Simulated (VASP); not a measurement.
Write the native input for VASP 6.6.1 that does the following.

```yaml
Task: relaxation of cell and atoms
Functional: LDA
Potentials_or_basis: VASP PAW LDA potentials, release 64 (Ti_sv, Si)
Cutoff: 600 eV
k_mesh: 5 × 5 × 5
Occupations: fermi-dirac, width 0.05 eV
Spin: no spin polarisation
Target_pressure: 10 GPa
Further_INCAR_settings: ALGO = Normal; EDIFF = 1e-06; IBRION = 2; EDIFFG = -0.02; NSW = 60; ISIF = 3
Target_pressure: 10 GPa
```

The structure of TiSi2 lies in POSCAR:

```
TiSi2
1.0
    0.0000000000      4.1175163063      4.2628978354
    2.3895119538      0.0000000000      4.2628978354
    2.3895119538      4.1175163063      0.0000000000
Ti Si
2 4
Direct
    0.7500000000      0.7500000000      0.7500000000
    0.5000000000      0.5000000000      0.5000000000
    0.4125656100      0.0874343900      0.4125656100
    0.0874343900      0.4125656100      0.0874343900
    0.1625656100      0.8374343900      0.1625656100
    0.8374343900      0.1625656100      0.8374343900
```

The cell is a database's computed one.

These files were run (other wordings do the same):

INCAR

```
SYSTEM = TiSi2
PREC = Accurate
ENCUT = 600
EDIFF = 1E-6
ISMEAR = -1
SIGMA = 0.05
LREAL = .FALSE.
LASPH = .TRUE.
NELM = 100
ALGO = Normal
ISIF = 3
LWAVE = .FALSE.
LCHARG = .FALSE.
GGA = CA
IBRION = 2
NSW = 60
EDIFFG = -0.02
PSTRESS = 100
```

KPOINTS

```
regular mesh
0
G
  5 5 5
  0 0 0
```

Potentials or basis: VASP PAW LDA potentials, release 64 (Ti_sv, Si).

Command:

```bash
$ cat potpaw_LDA.64/Ti_sv/POTCAR potpaw_LDA.64/Si/POTCAR > POTCAR
$ mpirun -np 1 vasp_std > vasp.out
```

It gave:

- Relaxed volume: 12.77 Å³/atom
- Relaxed cell: a = 5.759 Å, b = 4.775 Å, c = 4.589 Å, α = 75.87°, β = 53.52°, γ = 50.61°
- Space group after relaxing (to 0.05 Å): Fddd (No. 70)
- Energy change on relaxing (the enthalpy is what falls): +14.1 meV/atom
- Ionic steps: 8
- Pressure after relaxing: 10.0 GPa
- Largest force after relaxing: 0.020 eV/Å
- Band gap on the k mesh: none (metal or under the smearing width)

Caveat: the cell is relaxed towards a set pressure, so the enthalpy falls and the energy may rise.

It took 11 min on 1 thread of AMD EPYC 7R43 64-Core Processor (Zen 3) (shared host), peak memory 0.22 GiB.
